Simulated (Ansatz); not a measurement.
Trial inputs on PbI2

All trials start from this Ansatz input:

```yaml
crystal:
  lattice:
    - [4.5550018558, 0.0, 0.0]
    - [-2.2775009279, 3.9447473214, 0.0]
    - [0.0, 0.0, 6.977]
  atoms:
    - { symbol: Pb, position: [0.0, 0.0, 0.0] }
    - { symbol: I, position: [0.3333333333, 0.6666666667, 0.265] }
    - { symbol: I, position: [0.6666666667, 0.3333333333, 0.735] }
basis:
  ecutwfc: 420
kpoints:
  mp_grid: { grid: [6, 6, 2] }
hamiltonian:
  xc: pbe
scf:
  occupations: { method: gaussian, width: 0.1 }
output:
  forces: true
  stress: true
  eigenvalues: true
```

Command:

```bash
ansatz run input.yaml --threads 1 --pin off --max-ram 1331MiB --backend cpu --events-out ev --progress --plain --runs-dir out
```

The run converges in 7 SCF iterations on 14 irreducible k-points: pressure 1.84 GPa, largest force 0.172 eV/Å, gap on the sampled k-points 2.22 eV.

The inputs are trials, many of them unsound on purpose. Their numbers show the effect of the settings and aren't properties of the material. Each trial's input is given as a difference from the reference's; energies are extrapolated to zero smearing where there is one, and pressure is positive in compression. Charged cells sit in a uniform background, and their pressures hang on that convention.

**Question.** Trial 1:

```diff
 hamiltonian:
-  xc: pbe
+  xc: revpbe
 scf:
-  occupations: { method: gaussian, width: 0.1 }
+  occupations: { method: fermi_dirac, width: 0.017 }
```

What does the program give?

**Answer.** The run converges in 7 SCF iterations on 14 irreducible k-points: pressure 2.87 GPa, largest force 0.205 eV/Å, gap on the sampled k-points 2.32 eV. Forces of revPBE on these PAW sets can be off by 10 %.

**Question.** Trial 2:

```diff
 crystal:
   lattice:
-    - [4.5550018558, 0.0, 0.0]
-    - [-2.2775009279, 3.9447473214, 0.0]
-    - [0.0, 0.0, 6.977]
+    - [4.7997341025, 0.0, 0.0]
+    - [-2.3998670513, 4.1566916642, 0.0]
+    - [0.0, 0.0, 7.3518619516]
   atoms:
-    - { symbol: I, position: [0.6666666667, 0.3333333333, 0.735] }
+    - { symbol: I, position: [0.6666666667, 0.3333333333, 0.735], spin: 0.1 }
 basis:
-  ecutwfc: 420
+  ecutwfc: "15 Ry"
+  ecutrho_ratio: 2
 kpoints:
-  mp_grid: { grid: [6, 6, 2] }
+  mp_grid: { grid: [3, 3, 1] }
 hamiltonian:
-  xc: pbe
+  xc: blyp
+  dispersion: rvv10
 scf:
-  occupations: { method: gaussian, width: 0.1 }
+  occupations: { method: fermi_dirac, width: "1000 K" }
+  lower_state_search: "off"
+  mixing: { algorithm: anderson, beta: 0.18, preconditioner: none }
+  initial_density: { chi_scale: 0, normalization: atom }
+  max_iter: 67
 output:
+  populations: true
+magnetization:
+  spin_polarized: true
+  magnetic_field: [0, 0, 10]
```

What happens?

**Answer.** The program refuses the input:

```text
Error: inconsistent input (hamiltonian.dispersion, hamiltonian.xc): `dispersion: rvv10` has no canonical (b, C) pairing for the chosen semilocal exchange/correlation — only rPW86-x + PBE96-c (the original rVV10) and r²SCAN are tabulated
```

Next try, with these keys changed back:

```diff
 hamiltonian:
-  dispersion: rvv10
```

The program refuses the input:

```text
Error: inconsistent input (magnetization.magnetic_field, magnetization.spin_polarized): is a list, and a spin_polarized run has one axis for its moments and the field — type the one component along it in T, or set noncollinear: true in place of spin_polarized: true
```

Next try, with these keys changed back:

```diff
 crystal:
   atoms:
-    - { symbol: I, position: [0.6666666667, 0.3333333333, 0.735], spin: 0.1 }
+    - { symbol: I, position: [0.6666666667, 0.3333333333, 0.735] }
 scf:
-  lower_state_search: "off"
 output:
-  populations: true
-magnetization:
-  spin_polarized: true
-  magnetic_field: [0, 0, 10]
```

The run converges in 19 SCF iterations on 3 irreducible k-points: pressure 0.23 GPa (unreliable at so low a cutoff), largest force 0.283 eV/Å (unreliable too), gap on the sampled k-points 2.86 eV. It warns that the cutoff lies under the recommended one, 420 eV for these potentials. Forces of BLYP on these PAW sets can be off by 10 %.

**Question.** Trial 3:

```diff
 hamiltonian:
-  xc: pbe
+  xc: pbesol
```

How does this run end?

**Answer.** The run converges in 6 SCF iterations on 14 irreducible k-points: pressure 0.07 GPa, largest force 0.008 eV/Å, gap on the sampled k-points 2.12 eV.

**Question.** Trial 4:

```diff
 basis:
-  ecutwfc: 420
+  ecutwfc: "45 Ry"
 kpoints:
-  mp_grid: { grid: [6, 6, 2] }
+  mp_grid: { grid: [3, 3, 1] }
 scf:
+  algorithm: direct_min
+  max_iter: 97
```

How does this run end?

**Answer.** The run converges in 6 SCF iterations on 3 irreducible k-points: energy 27.3 meV per atom below the reference, pressure 1.46 GPa, largest force 0.191 eV/Å, gap on the sampled k-points 2.77 eV.

**Question.** Trial 5:

```diff
+total_charge: 2
 basis:
-  ecutwfc: 420
+  ecutwfc: "27 Ry"
```

What happens?

**Answer.** The run converges in 8 SCF iterations on 14 irreducible k-points: pressure -2.49 GPa (with the neutralising background of the charged cell), largest force 0.065 eV/Å, no gap. It warns that the cutoff lies under the recommended one, 420 eV for these potentials.

**Question.** Trial 6:

```diff
 basis:
-  ecutwfc: 420
+  ecutwfc: "11 Ha"
 scf:
+  n_extra_bands: 3
+  convergence: { dr2_threshold: "1e-4 eV" }
```

What happens?

**Answer.** The run converges in 6 SCF iterations on 14 irreducible k-points: energy 65.8 meV per atom above the reference, pressure 1.81 GPa, largest force 0.167 eV/Å, gap on the sampled k-points 2.22 eV. It warns that the cutoff lies under the recommended one, 420 eV for these potentials; that the SCF threshold is loose for the forces; that the SCF threshold is loose for the stress.

**Question.** Trial 7:

```diff
 basis:
-  ecutwfc: 420
+  ecutwfc: 180
```

What happens?

**Answer.** The run converges in 8 SCF iterations on 14 irreducible k-points: energy 18.23 eV per atom above the reference, pressure 6.83 GPa (unreliable at so low a cutoff), largest force 0.019 eV/Å (unreliable too), gap on the sampled k-points 2.54 eV. It warns that the cutoff lies under the recommended one, 420 eV for these potentials.

**Question.** Trial 8:

```diff
-basis:
-  ecutwfc: 420
+basis: {}
 kpoints:
-  mp_grid: { grid: [6, 6, 2] }
+  mp_grid: { grid: [2, 2, 1], shift: [0, 0, 0.5] }
 hamiltonian:
-  xc: pbe
+  xc: blyp
+  pseudopotentials: { kind: nc }
 scf:
+  n_extra_bands: 1
+  mixing: { algorithm: linear }
+  convergence: { dr2_threshold: "1e-13 eV" }
+  max_iter: 90
```

What happens?

**Answer.** The program refuses the input:

```text
Error: YAML parse error: error: line 19 column 24: unknown variant `linear`, expected one of auto, anderson, broyden, msr1
```

Next try, with these keys changed back:

```diff
 scf:
-  mixing: { algorithm: linear }
```

The run converges in 12 SCF iterations on 2 irreducible k-points: at 952 eV, the cutoff that these potentials take when none is typed, pressure 4.89 GPa, largest force 0.090 eV/Å, gap on the sampled k-points 2.20 eV, on another set of potentials (valence electrons Pb 14, I 7; in the reference Pb 14, I 17).

**Question.** Trial 9:

```diff
 scf:
-  occupations: { method: gaussian, width: 0.1 }
+  occupations: { method: fermi_dirac, width: 0.51 }
```

What does the program give?

**Answer.** The run converges in 6 SCF iterations on 14 irreducible k-points: energy 48.7 meV per atom above the reference (the smearing is far too wide for the extrapolation to zero width), pressure 2.07 GPa, largest force 0.218 eV/Å.

**Question.** Trial 10 (volume scaled):

```diff
 crystal:
   lattice:
-    - [4.5550018558, 0.0, 0.0]
-    - [-2.2775009279, 3.9447473214, 0.0]
-    - [0.0, 0.0, 6.977]
+    - [4.7583550253, 0.0, 0.0]
+    - [-2.3791775127, 4.1208563322, 0.0]
+    - [0.0, 0.0, 7.2884806774]
 kpoints:
-  mp_grid: { grid: [6, 6, 2] }
+  mp_grid: { grid: [3, 3, 1] }
 hamiltonian:
-  xc: pbe
+  xc: pbesol
```

How does this run end?

**Answer.** The run converges in 6 SCF iterations on 3 irreducible k-points: pressure -2.81 GPa, largest force 0.493 eV/Å, gap on the sampled k-points 2.69 eV.

**Question.** Trial 11:

```diff
 basis:
-  ecutwfc: 420
+  ecutwfc: "12 Ha"
 hamiltonian:
+  dispersion: none
 scf:
+  max_iter: 30
+  convergence: { dr2_threshold: "1e-7 eV" }
```

How does this run end?

**Answer.** The run converges in 7 SCF iterations on 14 irreducible k-points: pressure 1.84 GPa, largest force 0.172 eV/Å, gap on the sampled k-points 2.22 eV. It warns that the cutoff lies under the recommended one, 420 eV for these potentials; that the SCF threshold is loose for the stress.

**Question.** Trial 12:

```diff
 basis:
-  ecutwfc: 420
+  ecutwfc: 360
 hamiltonian:
-  xc: pbe
+  xc: blyp
```

What happens?

**Answer.** The run converges in 7 SCF iterations on 14 irreducible k-points: pressure 3.84 GPa, largest force 0.368 eV/Å, gap on the sampled k-points 2.25 eV. It warns that the cutoff lies under the recommended one, 420 eV for these potentials.